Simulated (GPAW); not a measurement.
# SiC (Moissanite 6H) (P6_3mc) in GPAW: reference runs

Reference runs on SiC (Moissanite 6H): the cell as given.

Program: GPAW 26.7.0. These are calculated values, not measurements. Logs are shortened: lines on timing, memory, paths and dates and some standing lists are left out, and cuts for length are marked. The log counts tension as positive stress, the text compression.

## 1. The structure

Symmetry: P6_3mc, No. 186, hexagonal system. Conventional cell: a = 3.095 Å, b = 3.095 Å, c = 15.170 Å, α = 90.00°, β = 90.00°, γ = 120.00°. Around Si (site symmetry 3m) lie 4 C at 1.90 Å. Si (site symmetry 3m) is surrounded by 4 C at 1.90 Å. Around Si (site symmetry 3m) lie 4 C at 1.90 Å. C (site symmetry 3m) has 4 Si at 1.90 Å as nearest neighbours. Around C (site symmetry 3m) lie 4 Si at 1.90 Å. Around C (site symmetry 3m) lie 4 Si at 1.90 Å.

## 2. Single point, PBE

run.py reads:

```python
from ase import Atoms
from ase.dft.bandgap import bandgap
from ase.io import write
from ase.units import Bohr, GPa
from gpaw import GPAW, PW
from gpaw.elf import elf_from_dft_calculation

atoms = Atoms(['Si', 'Si', 'Si', 'Si', 'Si', 'Si', 'C', 'C', 'C', 'C', 'C', 'C'],
              cell=[[3.095, 0.0, 0.0],
                    [-1.5475, 2.6803486247, 0.0],
                    [0.0, 0.0, 15.17]],
              scaled_positions=[[0.6666666667, 0.3333333333, 0.4583],
                                [0.3333333333, 0.6666666667, 0.9583],
                                [0.6666666667, 0.3333333333, 0.7917],
                                [0.3333333333, 0.6666666667, 0.2917],
                                [0.0, 0.0, 0.625],
                                [0.0, 0.0, 0.125],
                                [0.6666666667, 0.3333333333, 0.3333],
                                [0.3333333333, 0.6666666667, 0.8333],
                                [0.6666666667, 0.3333333333, 0.6667],
                                [0.3333333333, 0.6666666667, 0.1667],
                                [0.0, 0.0, 0.5],
                                [0.0, 0.0, 0.0]],
              pbc=True)

calc = GPAW(mode=PW(800),
            xc='PBE',
            kpts={'size': (10, 10, 2), 'gamma': True},
            occupations={'name': 'fermi-dirac', 'width': 0.05},
            nbands=46,
            convergence={'density': 1e-05, 'energy': 1e-05},
            maxiter=150,
            txt='gpaw.txt')
atoms.calc = calc
energy = atoms.get_potential_energy()
forces = atoms.get_forces()
stress = atoms.get_stress()
calc.write('gs.gpw')
write('result.traj', atoms)
print(f'Energy: {energy:.6f} eV')
print('Forces (eV/A):')
print(forces.round(4))
print('Stress (GPa):', (stress / GPa).round(3))
print('Fermi level:', round(calc.get_fermi_level(), 4), 'eV')
print(f'Gap: {bandgap(calc)[0]:.4f} eV, direct: {bandgap(calc, direct=True)[0]:.4f} eV')

# fields on the real-space grid
write('density.cube', atoms, data=calc.get_pseudo_density() * Bohr**3)
write('potential.cube', atoms, data=calc.get_electrostatic_potential())
write('elf.cube', atoms, data=elf_from_dft_calculation(calc).data)
```

Potentials or basis: GPAW PAW data sets (gpaw-data 1.2.1), pw.

Command:

```sh
> OMP_NUM_THREADS=1 python run.py
```

gpaw.txt:

```text
__  _  _
 | _ |_)|_||  |
 |__||  | ||/\| - 26.7.0

Input parameters:
  mode=PW(ecut=800.0),
  convergence={'density': 1e-05, 'energy': 1e-05},
  kpts=MonkhorstPack(size=(10, 10, 2), gamma=True),
  maxiter=150,
  nbands=46,
  occupations=Occupations(name='fermi-dirac', width=0.05),
  xc=XC(name='PBE')

Diagonalizing LCAO Hamiltonian
Converting LCAO to pw mode

         Si

         C

            Si

            C
       Si

       C    Si

         Si C

         C

       Si

       C

Atoms  # Å, Bohr magnetons
|    | symbol |         x |        y |         z |    initial magnetic moments |
|----|--------|-----------|----------|-----------|-----------------------------|
|  0 |     Si |  1.547500 | 0.893450 |  6.952411 | ( 0.0000,  0.0000,  0.0000) |
|  1 |     Si | -0.000000 | 1.786899 | 14.537411 | ( 0.0000,  0.0000,  0.0000) |
|  2 |     Si |  1.547500 | 0.893450 | 12.010089 | ( 0.0000,  0.0000,  0.0000) |
|  3 |     Si | -0.000000 | 1.786899 |  4.425089 | ( 0.0000,  0.0000,  0.0000) |
|  4 |     Si |  0.000000 | 0.000000 |  9.481250 | ( 0.0000,  0.0000,  0.0000) |
|  5 |     Si |  0.000000 | 0.000000 |  1.896250 | ( 0.0000,  0.0000,  0.0000) |
|  6 |      C |  1.547500 | 0.893450 |  5.056161 | ( 0.0000,  0.0000,  0.0000) |
|  7 |      C | -0.000000 | 1.786899 | 12.641161 | ( 0.0000,  0.0000,  0.0000) |
|  8 |      C |  1.547500 | 0.893450 | 10.113839 | ( 0.0000,  0.0000,  0.0000) |
|  9 |      C | -0.000000 | 1.786899 |  2.528839 | ( 0.0000,  0.0000,  0.0000) |
| 10 |      C |  0.000000 | 0.000000 |  7.585000 | ( 0.0000,  0.0000,  0.0000) |
| 11 |      C |  0.000000 | 0.000000 |  0.000000 | ( 0.0000,  0.0000,  0.0000) |

Unit cell  # Å
| periodic |         x |        y |         z |   lengths |     angles |
|----------|-----------|----------|-----------|-----------|------------|
|      yes |  3.095000 | 0.000000 |  0.000000 |  3.095000 |  90.000000 |
|      yes | -1.547500 | 2.680349 |  0.000000 |  3.095000 |  90.000000 |
|      yes |  0.000000 | 0.000000 | 15.170000 | 15.170000 | 120.000000 |

Number of symmetries: 6
Symmetry operations  # r_c * U_cc + t_c -> r_c
|   | kind |            matrix            |
|---|------|------------------------------|
| 0 |  σ   |  1, 1, 0,  0,-1, 0,  0, 0, 1 |
| 1 |  E   |  1, 0, 0,  0, 1, 0,  0, 0, 1 |
| 2 |  C3  |  0, 1, 0, -1,-1, 0,  0, 0, 1 |
| 3 |  σ   |  0,-1, 0, -1, 0, 0,  0, 0, 1 |
| 4 |  σ   | -1, 0, 0,  1, 1, 0,  0, 0, 1 |
| 5 |  C3  | -1,-1, 0,  1, 0, 0,  0, 0, 1 |

BZ-sampling:
  Number of BZ points: 200
  Number of IBZ points: 28

  Monkhorst-Pack size: [10, 10, 2]
  Monkhorst-Pack shift: [0.05, 0.05, 0.25]

K-points  # in reciprocal-cell coordinates
|     |                                coordinates |     weight |
|-----|--------------------------------------------|------------|
|   0 | (  0.00000000,   0.00000000,   0.00000000) | 0.00500000 |
|   1 | (  0.00000000,   0.00000000,   0.50000000) | 0.00500000 |
|   2 | (  0.10000000,   0.00000000,   0.00000000) | 0.03000000 |
|   3 | (  0.10000000,   0.00000000,   0.50000000) | 0.03000000 |
|   4 | (  0.20000000,  -0.10000000,   0.00000000) | 0.03000000 |
|   5 | (  0.20000000,  -0.10000000,   0.50000000) | 0.03000000 |
|   6 | (  0.20000000,   0.00000000,   0.00000000) | 0.03000000 |
|   7 | (  0.20000000,   0.00000000,   0.50000000) | 0.03000000 |
|   8 | (  0.30000000,  -0.10000000,   0.00000000) | 0.06000000 |
|   9 | (  0.30000000,  -0.10000000,   0.50000000) | 0.06000000 |
| ... |                                            |            |
|  27 | (  0.50000000,   0.50000000,   0.50000000) | 0.01500000 |

Plane wave coefficients: 6505
Cutoff: 800.0 eV

Spin-components: 1 (collinear spins)
Bands:           46
Projectors:      60
Spin-degeneracy: 2
Datatype:        complex128

Parallelization:
  kpt:    1
  domain: 1
  band:   1

Density:
  Valence electrons: 48.0
  Components: 1
  Grid points: [ 21  21 100]
  Charge: 0.0  # |e|

Potential:
  Grid points: [ 21  21 100]

species:
  Si:
    name:    Silicon
    Z:       14.0
    valence: 4
    core:    10
    charge:  0.0  # [|e|]
    compensation charges:
      type: gauss
      rc: 0.33  # [Å]
      lmax: 2
    cutoffs:
      filter: 1.86  # [Å]
      core: 2.06  # [Å]
    projectors
    | kind |    occ | energy [eV] | rcut [Å] |
    |------|--------|-------------|----------|
    |   3s |  2.000 |     -10.812 |    1.058 |
    |   3p |  2.000 |      -4.081 |    1.058 |
    |    s |        |      16.399 |    1.058 |
    |    p |        |      23.130 |    1.058 |
    |    d |        |       0.000 |    1.058 |

    Using partial waves for Si as LCAO basis

  C:
    name:    Carbon
    Z:       6.0
    valence: 4
    core:    2
    charge:  0.0  # [|e|]
    compensation charges:
      type: gauss
      rc: 0.20  # [Å]
      lmax: 2
    cutoffs:
      filter: 1.14  # [Å]
      core: 1.14  # [Å]
    projectors
    | kind |    occ | energy [eV] | rcut [Å] |
    |------|--------|-------------|----------|
    |   2s |  2.000 |     -13.751 |    0.635 |
    |   2p |  2.000 |      -5.284 |    0.635 |
    |    s |        |      13.461 |    0.635 |
    |    p |        |      21.927 |    0.635 |
    |    d |        |       0.000 |    0.635 |

    Using partial waves for C as LCAO basis

Reference energy: -53483.834194  # eV

eigensolver:
  PPCG
  Converge bands: occupied
  niter=2

density mixing:
  MSR1-Mixer
  Pratt-step length: 0.05
  Maximum mixing coefficient: 0.75
  Old densities: 10
  SVD Regularization: 0.005
  Good broyden scale: 1.0
  Trust region scale: 1.0
  Backstep threshold: 4.0
  History deletion threshold: 6.0
  Fourier metric: weight=20.0, sigma=0.015

occupation numbers:
  Fermi-Dirac:
    width: 0.0500  # eV

poisson solver:
  ecut: 6400.0  # eV

xc functional:
  name: PBE with 2 nearest neighbor stencil

convergence criteria:
- Maximum integral of absolute [dens]ity change: 1e-05 electrons / valence electron
- Maximum [total energy] change in last 3 cyles: 1e-05 eV / valence electron
- Maximum integral of absolute [eigenst]ate change: 4e-08 eV^2 / valence electron
maximum number of iterations: 150

SCF iterations
|iter     | |      energy | eigst |  dens |
|---------|-|-------------|-------|-------|
|iter:   1| |  -99.307372 | -0.11 |       |
|iter:   2| |  -97.310370 | -2.11 | -0.58 |
|iter:   3| |  -90.802489 | -0.29 | -0.61 |
|iter:   4| |  -89.898644 | -1.36 | -1.12 |
|iter:   5| |  -89.936743 | -2.57 | -1.53 |
|iter:   6| |  -89.921632 | -3.36 | -2.13 |
|iter:   7| |  -89.921760 | -4.84 | -2.62 |
|iter:   8| |  -89.921808c| -5.85 | -3.07 |
|iter:   9| |  -89.921811c| -6.87 | -3.75 |
|iter:  10| |  -89.921810c| -7.61c| -4.18 |
|iter:  11| |  -89.921810c| -7.50c| -4.45 |
|iter:  12| |  -89.921810c| -8.79c| -5.42c|

Converged in 12 steps
Energy contributions relative to reference atoms: (reference = -53483.834194)

Energy contributions:
  Kinetic:          88.753517
  Coulomb:         -75.317249
  Zero:             -0.078424
  External:          0.000000
  Xc:             -103.279654
  Entropy:          -0.000000
  Spinorbit:         0.000000
  ----------------------------
  Free energy:     -89.921810
  Extrapolated:    -89.921810

dipole moment: (-12.808080, -22.184245, -18.057732)  # |e|*Ang

Fermi level: 9.143
Eigenvalues  # (at kpt = [0.000, 0.000, 0.000])
| band index |      eig [eV] | occ [0-2] |
|------------|---------------|-----------|
|          0 |        -7.219 |     2.000 |
|        ... |               |           |
|         16 |         7.292 |     2.000 |
|         17 |         7.754 |     2.000 |
|         18 |         7.754 |     2.000 |
|         19 |         7.847 |     2.000 |
|         20 |         7.847 |     2.000 |
|         21 |         8.100 |     2.000 |
[... 8 lines left out ...]
|         30 |        14.965 |     0.000 |
|         31 |        14.965 |     0.000 |
|        ... |               |           |
|         45 |        17.720 |     0.000 |

Gap: 2.017 eV
Transition (v -> c):
  (s=0, k=0, n=23, [0.00, 0.00, 0.00]) -> (s=0, k=26, n=24, [0.50, 0.50, 0.00])
Direct/indirect transitions are different
Direct gap: 3.112 eV
Transition at: (s=0, k=26, n=23, [0.50, 0.50, 0.00])

Forces  # eV/Ang
|        x |       y |        z |
|----------|---------|----------|
|  0.00000 | 0.00000 |  0.05132 |  # Si   0
| -0.00000 | 0.00000 |  0.05132 |  # Si   1
| -0.00000 | 0.00000 |  0.02516 |  # Si   2
|  0.00000 | 0.00000 |  0.02516 |  # Si   3
| -0.00000 | 0.00000 |  0.04311 |  # Si   4
|  0.00000 | 0.00000 |  0.04311 |  # Si   5
|  0.00000 | 0.00000 | -0.01343 |  # C    6
| -0.00000 | 0.00000 | -0.01343 |  # C    7
|  0.00000 | 0.00000 |  0.03512 |  # C    8
| -0.00000 | 0.00000 |  0.03512 |  # C    9
|  0.00000 | 0.00000 | -0.14127 |  # C   10
|  0.00000 | 0.00000 | -0.14127 |  # C   11

Stress tensor  # eV/Ang^3
|         x |         y |         z |
|-----------|-----------|-----------|
| -0.007173 |  0.000000 | -0.000000 |
| -0.000000 | -0.007173 |  0.000000 |
| -0.000000 |  0.000000 | -0.012085 |

# Writing to gs.gpw (mode='')
```

stdout:

```text
Energy: -89.921810 eV
Forces (eV/A):
[[ 0.      0.      0.0513]
 [-0.      0.      0.0513]
 [-0.      0.      0.0252]
 [ 0.      0.      0.0252]
 [-0.      0.      0.0431]
 [ 0.      0.      0.0431]
 [ 0.      0.     -0.0134]
 [-0.      0.     -0.0134]
 [ 0.      0.      0.0351]
 [-0.      0.      0.0351]
 [ 0.      0.     -0.1413]
 [ 0.      0.     -0.1413]]
Stress (GPa): [-1.149 -1.149 -1.936  0.    -0.     0.   ]
Fermi level: 9.1427 eV
Gap: 2.0166 eV, direct: 3.1117 eV
```

Wall time 3.9 min (1 thread of Arm Neoverse V1, shared host); peak memory 0.4 GiB.

Results:

```
Free energy            : -89.9218 eV
Pressure               : 1.4 GPa
Largest force          : 0.141 eV/Å
Band gap on the k mesh : 2.02 eV, indirect (least direct gap 3.11 eV)
```

Forces on the atoms (eV/Å):
```
Si   0.000  0.000  0.051
Si   0.000  0.000  0.051
Si   0.000  0.000  0.025
Si   0.000  0.000  0.025
Si   0.000  0.000  0.043
Si   0.000  0.000  0.043
C    0.000  0.000 -0.013
C    0.000  0.000 -0.013
C    0.000  0.000  0.035
C    0.000  0.000  0.035
C    0.000  0.000 -0.141
C    0.000  0.000 -0.141
```

A k mesh can miss the band edges.
